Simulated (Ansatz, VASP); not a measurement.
**Two plane-wave programs on Ta**

```
Ta
1.0
    -1.65953    1.65953    1.65953
     1.65953   -1.65953    1.65953
     1.65953    1.65953   -1.65953
Ta
1
Direct
  0.00000 0.00000 0.00000
```

Alike in both runs: functional PBE; k mesh 18 × 18 × 18; occupations gaussian, width 0.1 eV; no spin polarisation.

Ansatz relaxed the structure, and its values are those at the end. VASP's run is a single point on that final structure, the one shown.

|  | VASP | Ansatz |
| --- | --- | --- |
| version | VASP 6.6.1 | Ansatz 0.2.0 |
| potentials or method | VASP PAW PBE potentials, release 64 (Ta_pv) | scalar-relativistic, plane waves, PAW |
| plane-wave cutoff (eV) | 520 | 420 |
| valence electrons in the cell | 11 | 13 |

|  | VASP | Ansatz | Ansatz less VASP |
| --- | --- | --- | --- |
| gap on the k mesh at the Fermi level (eV) | none | none | - |
| pressure (GPa) | 0.0 | 0.0 | -0.08 |

A gap of «none» marks a metal or a gap that the smearing closes. The functional is the same, so the differences come from potentials, cutoffs and numerics. The two sets of potentials don't hold the same shells in valence.

Spin-orbit coupling is left out, which matters for the levels of Ta.
